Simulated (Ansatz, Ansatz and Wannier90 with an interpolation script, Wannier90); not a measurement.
# G0W0 band structure of Te2Pt (1T monolayer), part 2 of 3

Wanted: quasiparticle gap and band widths of Te2Pt (1T monolayer) over the whole zone.

Ansatz 0.2.0; PBE, Wannier functions and G0W0, plane waves, PAW. Known limits of the many-body steps: not at the basis limit; no spin polarisation; d states lean on the start; no spin-orbit coupling.

So far. Step 2 (PBE bands): The gap is indirect, with the least direct gap 0.22 eV higher.

## Step 4: Wannier functions by Wannier90 (Pt:5d Te:5p) on 12×12×1

Localised functions give a small Hamiltonian that interpolates between mesh points at no cost.

This step: maximally localised Wannier functions from the overlaps of PBE states (plane waves, PAW).

w.win

```
num_iter = 1200
conv_tol = 1.0e-8
conv_window = 5
dis_num_iter = 4000
dis_conv_tol = 1.0e-8
dis_mix_ratio = 0.7
write_hr = true
use_ws_distance = false
num_print_cycles = 50
! ansatz wannier90 interface
! projections by site (counted from 0) and shell: 0 5D, 1 5P, 2 5P
! states of the run's bands (counted from 1): 1-29
num_bands = 29
num_wann  = 11
dis_win_min = -11.03
dis_win_max = -0.5
dis_froz_min = -11.03
dis_froz_max = -3.5
guiding_centres = true
shell_list = 2 1

begin unit_cell_cart
Ang
        4.026757332596037                      0.0                      0.0
      -2.0133786662980184        3.487274144903432                      0.0
                      0.0                      0.0                     28.7
end unit_cell_cart

begin atoms_frac
Pt                       0.0                      0.0                      0.5
Te        0.3333333333333333       0.6666666666666666             0.5483293191
Te        0.6666666666666666       0.3333333333333333             0.4516706809
end atoms_frac

mp_grid = 12 12 1

[... the mesh's points ...]
```

Command:

```bash
> OMP_NUM_THREADS=1 mpirun -n 8 wannier90.x w > wannier90.x.log
```

Numbers of over 12 decimals in the logs are rounded to 6 here.

Log:

```text
TEM
                                    ------

                              Lattice Vectors (Ang)
                    a_1     4.026757   0.000000   0.000000
                    a_2    -2.013379   3.487274   0.000000
                    a_3     0.000000   0.000000  28.700000

                   Unit Cell Volume:     403.01707  (Ang^3)

                        Reciprocal-Space Vectors (Ang^-1)
                    b_1     1.560359   0.900873  -0.000000
                    b_2     0.000000   1.801747   0.000000
                    b_3     0.000000  -0.000000   0.218926

 *----------------------------------------------------------------------------*
 |   Site       Fractional Coordinate          Cartesian Coordinate (Ang)     |
 +----------------------------------------------------------------------------+
 | pt   1   0.00000   0.00000   0.50000   |    0.00000   0.00000  14.35000    |
 | te   1   0.33333   0.66667   0.54833   |   -0.00000   2.32485  15.73705    |
 | te   2   0.66667   0.33333   0.45167   |    2.01338   1.16242  12.96295    |
 *----------------------------------------------------------------------------*
                                ------------
                                K-POINT GRID
                                ------------

             Grid size = 12 x 12 x  1      Total points =  144

 *---------------------------------- MAIN ------------------------------------*
 |  Number of Wannier Functions               :                11             |
 |  Number of Objective Wannier Functions     :                11             |
 |  Number of input Bloch states              :                29             |
 |  Output verbosity (1=low, 5=high)          :                 1             |
 |  Timing Level (1=low, 5=high)              :                 1             |
 |  Optimisation (0=memory, 3=speed)          :                 3             |
 |  Length Unit                               :               Ang             |
 |  Post-processing setup (write *.nnkp)      :                 F             |
 |  Using Gamma-only branch of algorithms     :                 F             |
 *----------------------------------------------------------------------------*
 *------------------------------- WANNIERISE ---------------------------------*
 |  Total number of iterations                :              1200             |
 |  Number of CG steps before reset           :                 5             |
 |  Trial step length for line search         :             2.000             |
 |  Convergence tolerence                     :         0.100E-07             |
 |  Convergence window                        :                 5             |
 |  Iterations between writing output         :                50             |
 |  Iterations between backing up to disk     :               100             |
 |  Write r^2_nm to file                      :                 F             |
 |  Write xyz WF centres to file              :                 F             |
 |  Write on-site energies <0n|H|0n> to file  :                 F             |
 |  Use guiding centre to control phases      :                 T             |
 |  Use phases for initial projections        :                 F             |
 |  Iterations before starting guiding centres:                 0             |
 |  Iterations between using guiding centres  :                 1             |
 *----------------------------------------------------------------------------*
 *------------------------------- DISENTANGLE --------------------------------*
 |  Using band disentanglement                :                 T             |
 |  Total number of iterations                :              4000             |
 |  Mixing ratio                              :             0.700             |
 |  Convergence tolerence                     :         1.000E-08             |
 |  Convergence window                        :                 3             |
 *----------------------------------------------------------------------------*
 *-------------------------------- PLOTTING ----------------------------------*
 |  Plotting Hamiltonian in WF basis          :                 T             |
 *----------------------------------------------------------------------------*

 *---------------------------------- K-MESH ----------------------------------*
 +----------------------------------------------------------------------------+
 |                    Distance to Nearest-Neighbour Shells                    |
 |                    ------------------------------------                    |
 |          Shell             Distance (Ang^-1)          Multiplicity         |
 |          -----             -----------------          ------------         |
 |             1                   0.150146                      6            |
 |             2                   0.218926                      2            |
 |             3                   0.260060                      6            |
 |             4                   0.265466                     12            |
 |             5                   0.300291                      6            |
 |             6                   0.339941                     12            |
 |             7                   0.371623                     12            |
[...]
WF centre and spread    7  (  0.000000,  2.422023,-13.093363 )     3.23529694
  WF centre and spread    8  ( -0.000000,  2.226638,-13.093360 )     3.23551991
[...]
Sum of centres and spreads (  6.040136, 10.461822,-43.050000 )    25.13311654

      1    -0.885E-01     0.3894737477       25.1331165420       0.09  <-- CONV
        O_D=      0.0241366 O_OD=      1.4777578 O_TOT=     25.1331165 <-- SPRD
 Delta: O_D= -0.7785809E-02 O_OD= -0.8068081E-01 O_TOT= -0.8846662E-01 <-- DLTA
 ------------------------------------------------------------------------------
 Cycle:     50
  WF centre and spread    1  ( -0.000000,  0.000000,-14.350000 )     1.10753794
  WF centre and spread    2  (  0.000000, -0.000000,-14.350000 )     1.43101461
[...]
WF centre and spread    4  ( -0.000000, -0.000000,-14.350000 )     1.48882758
[...]
Sum of centres and spreads (  6.040136, 10.461822,-43.050000 )    24.88043247

     50    -0.332E-06     0.0008467814       24.8804324705       0.24  <-- CONV
        O_D=      0.0152801 O_OD=      1.2339302 O_TOT=     24.8804325 <-- SPRD
 Delta: O_D= -0.1991138E-06 O_OD= -0.1332441E-06 O_TOT= -0.3323579E-06 <-- DLTA
 ------------------------------------------------------------------------------
 Cycle:    100
[...]
Sum of centres and spreads (  6.040136, 10.461822,-43.050000 )    24.88042310

    100    -0.113E-06     0.0004948107       24.8804230969       0.40  <-- CONV
        O_D=      0.0152859 O_OD=      1.2339151 O_TOT=     24.8804231 <-- SPRD
 Delta: O_D= -0.1086127E-06 O_OD= -0.3999066E-08 O_TOT= -0.1126117E-06 <-- DLTA
 ------------------------------------------------------------------------------
 Cycle:    150
[...]
Sum of centres and spreads (  6.040136, 10.461822,-43.050000 )    24.88041752

    150    -0.623E-07     0.0003271179       24.8804175249       0.55  <-- CONV
        O_D=      0.0152909 O_OD=      1.2339045 O_TOT=     24.8804175 <-- SPRD
 Delta: O_D=  0.1926929E-06 O_OD= -0.2549846E-06 O_TOT= -0.6229172E-07 <-- DLTA
 ------------------------------------------------------------------------------
 Cycle:    200
[...]
Sum of centres and spreads (  6.040136, 10.461822,-71.750000 )    24.88041416

    200    -0.357E-07     0.0002509465       24.8804141579       0.71  <-- CONV
        O_D=      0.0152946 O_OD=      1.2338974 O_TOT=     24.8804142 <-- SPRD
 Delta: O_D=  0.8539707E-07 O_OD= -0.1210840E-06 O_TOT= -0.3568695E-07 <-- DLTA
 ------------------------------------------------------------------------------
 Cycle:    250
[...]
Sum of centres and spreads (  6.040136, 10.461822,-71.750000 )    24.88041208

    250    -0.395E-07     0.0002508901       24.8804120808       0.86  <-- CONV
        O_D=      0.0152974 O_OD=      1.2338925 O_TOT=     24.8804121 <-- SPRD
 Delta: O_D=  0.5396506E-07 O_OD= -0.9343073E-07 O_TOT= -0.3946567E-07 <-- DLTA
 ------------------------------------------------------------------------------
 Cycle:    300
[...]
Sum of centres and spreads (  6.040136, 10.461822,-71.750000 )    24.88041078

    300    -0.243E-07     0.0002205257       24.8804107763       1.03  <-- CONV
        O_D=      0.0152996 O_OD=      1.2338890 O_TOT=     24.8804108 <-- SPRD
 Delta: O_D=  0.5150539E-07 O_OD= -0.7583464E-07 O_TOT= -0.2432925E-07 <-- DLTA
 ------------------------------------------------------------------------------
 Cycle:    350
[...]
Sum of centres and spreads (  6.040136, 10.461822,-71.750000 )    24.88040994

    350    -0.204E-07     0.0001928238       24.8804099363       1.18  <-- CONV
        O_D=      0.0153013 O_OD=      1.2338865 O_TOT=     24.8804099 <-- SPRD
 Delta: O_D=  0.6224007E-07 O_OD= -0.8263497E-07 O_TOT= -0.2039490E-07 <-- DLTA
 ------------------------------------------------------------------------------

             <<<     Delta < 1.000E-08  over  5 iterations     >>>
             <<< Wannierisation convergence criteria satisfied >>>

 Final State
  WF centre and spread    1  ( -0.000000,  0.000000,-14.350000 )     1.10753261
[...]
WF centre and spread    3  ( -0.000000,  0.000000, 14.350000 )     1.42919163
  WF centre and spread    4  ( -0.000000,  0.000000, 14.350000 )     1.48828858
  WF centre and spread    5  ( -0.000000, -0.000000,-14.350000 )     1.48818586
  WF centre and spread    6  ( -0.000000,  2.325008,-12.834568 )     2.72178536
  WF centre and spread    7  (  0.000000,  2.427599,-13.099834 )     3.12255891
  WF centre and spread    8  ( -0.000000,  2.221130,-13.099751 )     3.12342984
  WF centre and spread    9  (  2.013379,  1.162266, 12.834568 )     2.72178536
  WF centre and spread   10  (  2.013379,  1.059675, 13.099834 )     3.12255891
  WF centre and spread   11  (  2.013379,  1.266144, 13.099751 )     3.12342984
  Sum of centres and spreads (  6.040136, 10.461822, 14.350000 )    24.88040987

         Spreads (Ang^2)       Omega I      =    23.631222142
        ================       Omega D      =     0.015301520
                               Omega OD     =     1.233886204
    Final Spread (Ang^2)       Omega Total  =    24.880409867
 ------------------------------------------------------------------------------

 Writing checkpoint file w.chk... done

 *---------------------------------------------------------------------------*
 |                               PLOTTING                                    |
 *---------------------------------------------------------------------------*

 *===========================================================================*
 |                             TIMING INFORMATION                            |
 *===========================================================================*
 |    Tag                                                Ncalls      Time (s)|
 |---------------------------------------------------------------------------|
 |kmesh: get                                        :         1         0.034|
 |overlap: read                                     :         1         0.570|
 |dis: main                                         :         1         0.084|
 |wann: main                                        :         1         1.126|
 |plot: main                                        :         1         0.028|
 *---------------------------------------------------------------------------*
 All done: wannier90 exiting
```

It took 2.6 s on 8 MPI ranks of Arm Neoverse V2, shared host.

Numbers from this step:

| Quantity | Value |
| --- | --- |
| gauge-invariant spread | 23.63 Å² |
| diagonal spread | 0.01530 Å² |
| off-diagonal spread | 1.234 Å² |
| total spread | 24.88 Å² |
| disentanglement steps | 58 |
| r.m.s. interpolation error | 3.71e-4 eV |
| r.m.s. error near the gap | 5.74e-4 eV |

Near the gap the model misses directly solved bands by 0.6 meV r.m.s. and by 4 meV at most in the window tested. This tests the starting bands, not the corrections carried with them.

Wannier functions, by row:

```csv
function,x (Å),y (Å),z (Å),spread (Å²),nearest atom,distance (Å)
1,0,0,-14.35,1.108,Pt1,0
2,0,0,14.35,1.432,Pt1,0
3,0,0,14.35,1.429,Pt1,0
4,0,0,14.35,1.488,Pt1,0
5,0,0,-14.35,1.488,Pt1,0
6,0,2.325,-12.84,2.722,Te2,0.128
7,0,2.428,-13.1,3.123,Te2,0.171
8,0,2.221,-13.1,3.123,Te2,0.172
9,2.013,1.162,12.84,2.722,Te3,0.128
10,2.013,1.06,13.1,3.123,Te3,0.171
11,2.013,1.266,13.1,3.123,Te3,0.172
```

Frozen up to 1.30 eV; above it the model need not follow the bands. Electronic bands along the path, in eV, zero at the valence-band top:

| point | band 22 | band 23 | band 24 | band 25 | band 26 | band 27 |
| --- | --- | --- | --- | --- | --- | --- |
| Γ | -1.87 | -0.61 | 0.00 | 0.00 | 2.33 | 2.33 |
| halfway | -2.68 | -1.24 | -0.72 | -0.41 | 0.82 | 1.98 |
| M | -2.86 | -2.53 | -2.04 | -1.58 | 1.71 | 2.08 |
| halfway | -2.93 | -2.75 | -1.58 | -1.54 | 1.23 | 1.55 |
| K | -3.04 | -2.42 | -1.63 | -1.63 | 1.10 | 1.10 |
| halfway | -2.80 | -1.34 | -1.32 | -0.29 | 1.06 | 1.33 |
| Γ | -1.87 | -0.61 | 0.00 | 0.00 | 2.33 | 2.33 |

The same for Kohn-Sham, solved directly:

| point | band 22 | band 23 | band 24 | band 25 | band 26 | band 27 |
| --- | --- | --- | --- | --- | --- | --- |
| Γ | -1.87 | -0.61 | 0.00 | 0.00 | 2.33 | 2.33 |
| M | -2.86 | -2.53 | -2.04 | -1.58 | 1.68 | 2.08 |
| K | -3.04 | -2.42 | -1.63 | -1.63 | 1.10 | 1.10 |
| Γ | -1.87 | -0.61 | 0.00 | 0.00 | 2.33 | 2.33 |

## Step 5: G0W0 at every point of the mesh: 6×6×1 mesh, 654 empty bands, screening to 80 eV

Now the one-shot GW correction: screening in the RPA, then the self-energy of the levels asked for.

This step: G0W0 on PBE, plane waves, PAW.

input.yaml

```yaml
crystal:
  lattice:
    - [4.0267573326, 0.0, 0.0]
    - [-2.0133786663, 3.4872741449, 0.0]
    - [0.0, 0.0, 28.7]
  atoms:
    - { symbol: Pt, position: [0.0, 0.0, 0.5] }
    - { symbol: Te, position: [0.3333333333, 0.6666666667, 0.5483293191] }
    - { symbol: Te, position: [0.6666666667, 0.3333333333, 0.4516706809] }
  periodic: [true, true, false]
kpoints:
  mp_grid: { grid: [6, 6, 1] }
hamiltonian:
  xc: pbe
scf:
  occupations: { method: fixed }
gw:
  n_empty_bands: 654
  ecut_chi: 80.0
  qp_bands: [v9, c2]
  screening: { model: contour_deformation }
```

Command:

```bash
> ansatz run input.yaml --threads 12 --pin off --max-ram 22118MiB --backend cpu --events-out ev --progress --plain --runs-dir out
```

Log:

```text
[...]
Crystal: 3 atoms, lattice volume = 403.017 Å³
Basis set: ecut = 420 eV, 7907 PW (Γ)
Bands: 30, of which v1, the nominal top of the filled ones, is band 25 counted from 1 (24 counted from 0)
Symmetry: 12 space group operations
[...]
k-points: 7 of 36
[...]
SCF iter   1: F=—  HF=-26484.014124 eV  |F-HF|=—  |Δ(HF+E_count)|=         —  Δρ=1.60e-3  dr2=1.10e-2  ethr=1.77e-3  ⟨swp⟩=7.7  Hψ=1021  notcnv=0  defer=20
[...]
SCF iter   7: F=-26484.009208 eV  HF=-26484.009208 eV  |F-HF|=8.21e-9  |Δ(HF+E_count)|=   8.02e-8  Δρ=1.01e-6  dr2=6.97e-9  ethr=2.00e-10  ⟨swp⟩=20.4  Hψ=1208  notcnv=0
SCF 1 converged in 7 iterations: F = -26484.009208 eV  dr2 = 6.97e-9
[...]
G₀W₀ screening: q 1/7
[... further progress lines ...]
SCF converged after 7 iterations
Free energy (F): -26484.009208 eV
[...]
Internal energy: -26484.009208 eV  (E = F + TS)
E sigma→0 (E₀):  -26484.009208 eV
Fermi energy:    -4.797262 eV
[...]
--- Band table (eV; the first three rows and the last of 7) ---
  k-point 0: bands = [... 21 lower, -6.6657, -5.4093, -4.7973, -4.7973, -2.4654, -2.4654, -0.9799 (-0.9805°), -0.7027, ... 1 higher]
  k-point 1: bands = [... 21 lower, -7.1721, -5.5232, -5.0937, -5.0358, -3.7994, -2.7484, -0.3403, -0.1986, ... 1 higher]
  k-point 2: bands = [... 21 lower, -7.5765, -6.7061, -6.0555, -5.7019, -3.5852, -2.7870, -1.3629, 0.4395, ... 1 higher]
  k-point 6: bands = [... 21 lower, -7.8358, -7.2208, -6.4311, -6.4311, -3.6990, -3.6990, -0.3644, 1.8023, ... 1 higher]
  ° read free of the cell's end (the report's vacuum.weakly_bound_levels)
--- G₀W₀: contour deformation, 7 samples at zero and on the imaginary axis and 3 off it, 36 q-points, 654 empty bands' worth ---
  eigenvalues of the whole cell's RPA ε∞ on this k-mesh (on a slab, of 1 + 4πα/V) = 1.1836, 6.4660, 6.4660; static W/v taken at q = 0 is 0.366928
  bands read: the sum over 679 bands ends inside a degenerate multiplet in 2 slots, whose members it reads at an even weight; the widest, k=0: bands 679 to 680 (counted from 1) at 1/2 each
    ik  band        ε_KS         Σx   Σc(E_QP)       V_xc       Z   E_QP_lin       E_QP  E_QP is
     0    17     -9.8028   -25.0099     4.1211   -20.6664  0.6331   -10.0281   -10.0251  root
     0    18     -9.8028   -25.0099     4.1211   -20.6664  0.6331   -10.0281   -10.0251  root
     0    19     -9.7959   -21.0719     4.3593   -16.3985  0.6303   -10.1217   -10.1101  root
     0    20     -8.0619   -28.8588     4.7823   -23.8703  0.6337    -8.2704    -8.2681  root
     0    21     -8.0619   -28.8588     4.7823   -23.8703  0.6337    -8.2704    -8.2681  root
     0    22     -6.6657   -24.1149     3.4256   -20.4610  0.6424    -6.8998    -6.8941  root
     0    23     -5.4093   -13.8731     1.0224   -12.4649  0.6700    -5.8089    -5.7951  root
     0    24     -4.7973   -16.0044     0.6567   -15.0317  0.6964    -5.1189    -5.1131  root
     0    25     -4.7973   -16.0044     0.6567   -15.0317  0.6964    -5.1189    -5.1131  root
     0    26     -2.4654   -15.9960    -2.9685   -19.2994  0.6514    -2.1224    -2.1305  root
     0    27     -2.4654   -15.9960    -2.9685   -19.2994  0.6514    -2.1224    -2.1305  root
     1    17     -9.8515   -23.5316     4.1222   -19.1435  0.6254   -10.1189   -10.1173  root
     1    18     -9.6670   -25.0555     4.0129   -20.8236  0.6329    -9.8896    -9.8860  root
     1    19     -9.5567   -21.2694     4.2126   -16.7371  0.6439    -9.8874    -9.8763  root
[...]
6    23     -7.2208   -15.2551     1.8203   -12.9963  0.6571    -7.6603    -7.6593  root
     6    24     -6.4311   -23.4847     3.1196   -20.0887  0.6498    -6.7120    -6.7076  root
     6    25     -6.4311   -23.4847     3.1196   -20.0887  0.6498    -6.7120    -6.7076  root
     6    26     -3.6990   -14.0412    -2.8170   -17.1470  0.6869    -3.4049    -3.4103  root
     6    27     -3.6990   -14.0412    -2.8170   -17.1470  0.6869    -3.4049    -3.4103  root
```

It took 3.9 min on 12 threads; peak memory 7.7 GiB; 43 min of CPU time.

Numbers from this step:

- bands summed: 679
- plane waves in the screening matrix: 611
- q-points in the mesh: 36
- G0W0 gap on the mesh: 1.613 eV
- k of the valence top: 0, 0, 0
- k of the conduction bottom: 0, 0.1667, 0
- starting gap on the mesh: 0.9979 eV
- Z at the valence top: 0.6964
- Z at the conduction bottom: 0.6980
- least direct G0W0 gap on the computed points: 1.910 eV

The gap on the mesh goes from 1.00 eV to 1.61 eV, a correction of +0.61 eV. Between the two edge states, bare exchange in place of the xc potential would open the gap by 3.71 eV, and correlation takes back 3.10 eV. The start differs from the 0.80 eV found before because this mesh misses an edge.

(Part 2 of 3 ends here.)

[Paths, hosts, dates, memory and timing lines, banners, echoed tables and standing remarks are left out of the program output.]

[Logs are printed without paths, hosts, clocks, repeated set-up lines and the standing remarks that a program may print on its own settings, such as how far it seeks lower states.]

[Runs of the session that timed out or met a known fault of the program may be left out.]

[Hosts, paths, dates, database ids (printed as entryN), source tags and the programs' standing remarks are cut or masked in the printed files.]
